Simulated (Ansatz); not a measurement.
Electric field gradients in Ta2Si

Computed with Ansatz, DFT PBEsol, scalar-relativistic, plane waves, PAW. Plane waves to 420 eV; Γ-centred k mesh 10×10×10; Fermi-Dirac smearing of 0.15 eV. No spin polarisation.

Equilibrium structure at this level:
```xyz
6
Lattice="-3.0690 3.0690 2.5202 3.0690 -3.0690 2.5202 3.0690 3.0690 -2.5202" Properties=species:S:1:pos:R:3 pbc="T T T"
Ta    2.0711    0.9979    2.5202
Ta   -0.9979    2.0711    2.5202
Ta    0.9979    2.0711    0.0000
Ta    4.0669    0.9979    0.0000
Si    0.0000    0.0000    1.2601
Si    0.0000    0.0000    3.7803
```

In a metal these results depend on the k mesh and the smearing. Spin–orbit coupling is left out, which matters for gradients at heavy nuclei.

**Question.** Give V_zz (10²¹ V/m²) and the asymmetry η at each distinct site.

**Answer.**
| atom | V_zz | η |
| --- | --- | --- |
| Ta (atom 1) | 10.23 | 0.10 |
| Si (atom 5) | 3.94 | 0.00 |

Whether Ta2Si exists in this form wasn't checked.

Cost: 1 run of about 0.26 core-minutes, on Arm Neoverse V2 (shared hosts).